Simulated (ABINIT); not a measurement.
Input of an ABINIT 10.8.3 (patched build) run:

The input run.abi:

```
# Datasets: ground state, then fixed potential
ndtset 2

# Pseudopotentials
pp_dirpath "./"
pseudos "Zr.GGA_PBE-JTH.xml, B.GGA_PBE-JTH.xml"

# Structure
acell 3*1.0 Angstrom
rprim
     3.1700000000     0.0000000000     0.0000000000
    -1.5850000000     2.7453005300     0.0000000000
     0.0000000000     0.0000000000     3.5330000000
ntypat 2
znucl 40 5
natom 3
typat 1 2 2
xred
     0.0000000000     0.0000000000     0.0000000000
     0.6666666667     0.3333333333     0.5000000000
     0.3333333333     0.6666666667     0.5000000000

# Plane-wave basis
ecut 462.593566 eV
pawecutdg 34.0

# Exchange and correlation
ixc 14

# Bands and occupations
occopt 3
tsmear 0.05 eV

# Spin
nspinor 2
nspden 1
pawspnorb 1

# SCF cycle
nstep 100

# Output
iomode 3
prtwf 0
prteig 0
prtebands 0
prtden1 1

# Dataset 1
kptopt1 4
ngkpt1 10 10 8
nshiftk1 1
shiftk1 0.0 0.0 0.0
nband1 26
tolvrs1 1.0e-9

# Dataset 2: bands along G-M-K-G-A-L-H-A
iscf2 -2
getden2 1
nband2 34
nbdbuf2 2
tolwfr2 1.0e-12
kptopt2 -7
ndivsm2 5
prteig2 1
prtvol2 -3
kptbounds2
     0.0000000000     0.0000000000     0.0000000000
     0.5000000000     0.0000000000     0.0000000000
     0.3333333333     0.3333333333     0.0000000000
     0.0000000000     0.0000000000     0.0000000000
     0.0000000000     0.0000000000     0.5000000000
     0.5000000000     0.0000000000     0.5000000000
     0.3333333333     0.3333333333     0.5000000000
     0.0000000000     0.0000000000     0.5000000000
```

Potentials or basis: JTH PAW PBE v2.0.

The run is started by

```console
$ abinit run.abi > log 2>&1
```

(1) Estimate the band gap on the k mesh.

(2) What does it give for the pressure?

## Answers

(1) none (metal or under the smearing width).

(2) 3.3 GPa.

Caveat: the PAW data sets were made with another functional, which shifts forces and pressure a little.
